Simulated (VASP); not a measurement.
# Ru in VASP: notebook, part 2 of 2

VASP 6.6.1.

## (3) Work function, PBE

INCAR reads:

```
PREC = Accurate ; ENCUT = 400
EDIFF = 1E-6 ; ISMEAR = 0
SIGMA = 0.1 ; LREAL = False
LASPH = True ; NELM = 100
ALGO = Fast ; ISIF = 2
LWAVE = False ; LCHARG = True
LDIPOL = True ; IDIPOL = 3
DIPOL = 0.5 0.5 0.500 ; GGA = PE
LELF = True ; LVHAR = True
LVACPOTAV = True
```

KPOINTS reads:

```
regular mesh
0
Gamma
  16 16 1
```

POSCAR reads:

```
Ru                                      
1.0
    2.7060000000      0.0000000000      0.0000000000
    1.3530000000      2.3434647426      0.0000000000
    0.0000000000      0.0000000000     34.5280000000
  Ru            
     9
Direct
     0.0000000000000000    0.0000000000000000    0.2530536162271169
     0.3333333332999970    0.3333333332999970    0.3130294457948448
     0.0000000000000000    0.0000000000000000    0.3752910891309651
     0.3333333332999970    0.3333333332999970    0.4378882374732975
     0.0000000000000000    0.0000000000000000    0.5000000000000000
     0.3333333332999970    0.3333333332999970    0.5621117625267024
     0.0000000000000000    0.0000000000000000    0.6247089108690349
     0.3333333332999970    0.3333333332999970    0.6869705542051552
     0.0000000000000000    0.0000000000000000    0.7469463837728830
```

Potentials or basis: VASP PAW PBE potentials, release 64 (Ru_pv).

Command:

```
cat potpaw_PBE.64/Ru_pv/POTCAR > POTCAR
mpirun -np 1 vasp_std > vasp.out
```

OUTCAR:

```text
PREC = Accurate
   ENCUT = 400
   EDIFF = 1E-6
   ISMEAR = 0
   LREAL = False
   LASPH = True
   NELM = 100
   ISIF = 2
   GGA = PE

 ion  position               nearest neighbor table
   1  0.000  0.000  0.253-   2 2.59   2 2.59   2 2.59
   2  0.333  0.333  0.313-   1 2.59   1 2.59   1 2.59   3 2.66   3 2.66   3 2.66
   3  0.000  0.000  0.375-   2 2.66   2 2.66   2 2.66   4 2.67   4 2.67   4 2.67
   4  0.333  0.333  0.438-   5 2.65   5 2.65   5 2.65   3 2.67   3 2.67   3 2.67
   5  0.000  0.000  0.500-   4 2.65   6 2.65   4 2.65   6 2.65   4 2.65   6 2.65
   6  0.333  0.333  0.562-   5 2.65   5 2.65   5 2.65   7 2.67   7 2.67   7 2.67
   7  0.000  0.000  0.625-   8 2.66   8 2.66   8 2.66   6 2.67   6 2.67   6 2.67
   8  0.333  0.333  0.687-   9 2.59   9 2.59   9 2.59   7 2.66   7 2.66   7 2.66
   9  0.000  0.000  0.747-   8 2.59   8 2.59   8 2.59

  LATTYP: Found a hexagonal cell.
 ALAT       =     2.7060000000
 C/A-ratio  =    12.7597930526

  Lattice vectors:

 A1 = (  -1.3530000000,  -2.3434647426,   0.0000000000)
 A2 = (   2.7060000000,   0.0000000000,   0.0000000000)
 A3 = (   0.0000000000,   0.0000000000,  34.5280000000)

Analysis of symmetry for initial positions (statically):
[... 206 lines left out ...]
      6     -37.8224      2.00000
[... 1861 lines left out ...]
     74       7.7600      0.00000
     75       7.9209      0.00000

 [... further k-points ...]

------------------------ aborting loop because EDIFF is reached ----------------------------------------

  FORCE on cell =-STRESS in cart. coord.  units (eV):
  Direction    XX          YY          ZZ          XY          YZ          ZX
  --------------------------------------------------------------------------------------
  -------------------------------------------------------------------------------------
  Total       -0.1563031     -0.1563031     -0.3136314     -0.0000000      0.0000000      0.0000000
  in kB       -1.1437220     -1.1437220     -2.2949463     -0.0000000      0.0000000      0.0000000
  external PRESSURE =      -1.5274634 kB  Pullay stress =       0.0000000 kB

 VOLUME and BASIS-vectors are now :
 -----------------------------------------------------------------------------
  energy-cutoff  :      400.00
  volume of cell :      218.96
      direct lattice vectors                 reciprocal lattice vectors
     2.706000000  0.000000000  0.000000000     0.369549150 -0.213359301  0.000000000
     1.353000000  2.343464743  0.000000000     0.000000000  0.426718603  0.000000000
     0.000000000  0.000000000 34.528000000     0.000000000  0.000000000  0.028962002

 POSITION                                       TOTAL-FORCE (eV/Angst)
 -----------------------------------------------------------------------------------
      0.00000      0.00000      8.73744         0.000000     -0.000000     -0.015366
      1.35300      0.78115     10.80828         0.000000     -0.000000     -0.013205
      0.00000      0.00000     12.95805        -0.000000      0.000000     -0.007305
      1.35300      0.78115     15.11941        -0.000000      0.000000     -0.010838
      0.00000      0.00000     17.26400        -0.000000      0.000000     -0.000000
      1.35300      0.78115     19.40859        -0.000000      0.000000      0.010838
      0.00000      0.00000     21.56995        -0.000000      0.000000      0.007305
      1.35300      0.78115     23.71972        -0.000000     -0.000000      0.013205
      0.00000      0.00000     25.79056         0.000000      0.000000      0.015366
 -----------------------------------------------------------------------------------
    total drift:                                0.000001      0.000000     -0.000000

  FREE ENERGIE OF THE ION-ELECTRON SYSTEM (eV)
  ---------------------------------------------------
  free  energy   TOTEN  =       -81.0025635952 eV

  energy  without entropy=      -80.9508498662  energy(sigma->0) =      -80.97670673

 vacuum level on the upper side and lower side of the slab        10.019        10.019
```

OSZICAR:

```text
N       E                     dE             d eps       ncg     rms          rms(c)
DAV:   1     0.131051532909E+04    0.13105E+04   -0.71695E+04  5564   0.142E+03
DAV:   2    -0.346738956189E+02   -0.13452E+04   -0.12982E+04  4799   0.476E+02
DAV:   3    -0.846112545040E+02   -0.49937E+02   -0.47876E+02  6025   0.843E+01
[... 27 lines left out ...]
RMM:  31    -0.810025554335E+02   -0.27977E-05   -0.74925E-06  2889   0.193E-03    0.136E-03
RMM:  32    -0.810025586453E+02   -0.32118E-05   -0.40366E-06  2146   0.127E-03    0.969E-04
RMM:  33    -0.810025617831E+02   -0.31379E-05   -0.32450E-06  1770   0.110E-03    0.614E-04
RMM:  34    -0.810025629645E+02   -0.11814E-05   -0.18562E-06  1359   0.970E-04    0.266E-04
RMM:  35    -0.810025635952E+02   -0.63068E-06   -0.14857E-06  1121   0.905E-04
   1 F= -.81002564E+02 E0= -.80976707E+02  d E =-.517137E-01
```

stdout:

```text
POSCAR found type information on POSCAR Ru
 POSCAR found :  1 types and       9 ions
 scaLAPACK will be used
 LDA part: xc-table for (Slater+PW92), standard interpolation
 POSCAR, INCAR and KPOINTS ok, starting setup
 FFT: planning ... GRIDC
 FFT: planning ... GRID_SOFT
 FFT: planning ... GRID
 WAVECAR not read
 entering main loop
 -----------------------------------------------------------------------------
|                                                                             |
|           W    W    AA    RRRRR   N    N  II  N    N   GGGG   !!!           |
|           W    W   A  A   R    R  NN   N  II  NN   N  G    G  !!!           |
|           W    W  A    A  R    R  N N  N  II  N N  N  G       !!!           |
|           W WW W  AAAAAA  RRRRR   N  N N  II  N  N N  G  GGG   !            |
|           WW  WW  A    A  R   R   N   NN  II  N   NN  G    G                |
|           W    W  A    A  R    R  N    N  II  N    N   GGGG   !!!           |
|                                                                             |
|     Did not find any points to average over, which means that no vacuum     |
|     field-free region was found. Please increase the size of  your cell     |
|     in the dimension of the dipole correction to obtain accurate            |
|     workfunction values.                                                    |
|                                                                             |
 -----------------------------------------------------------------------------
```

Wall time 8.9 min (1 thread of Intel Xeon 6975P-C (Granite Rapids), shared host); peak memory 0.39 GiB.

Results:

| Item | Value |
| --- | --- |
| Free energy | -81.0026 eV |
| Largest force | 0.015 eV/Å |
| Band gap on the k mesh | none (metal or under the smearing width) |
| Work function of the upper face | 5.00 eV |
| Work function of the lower face | 5.00 eV |

Forces on the atoms (eV/Å):
```
Ru   0.000  0.000 -0.015
Ru   0.000  0.000 -0.013
Ru   0.000  0.000 -0.007
Ru   0.000  0.000 -0.011
Ru   0.000  0.000  0.000
Ru   0.000  0.000  0.011
Ru   0.000  0.000  0.007
Ru   0.000  0.000  0.013
Ru   0.000  0.000  0.015
```

Levels at points of the mesh, in eV from the Fermi level:
| k point | band 59 | band 60 | band 61 | band 62 | band 63 | band 64 |
| --- | --- | --- | --- | --- | --- | --- |
| (0.00, 0.00, 0.00) | -1.97 | -1.93 | -1.22 | -1.22 | -1.05 | -0.87 |
| (0.50, 0.00, 0.00) | 0.65 | 1.04 | 1.22 | 1.40 | 1.40 | 1.41 |
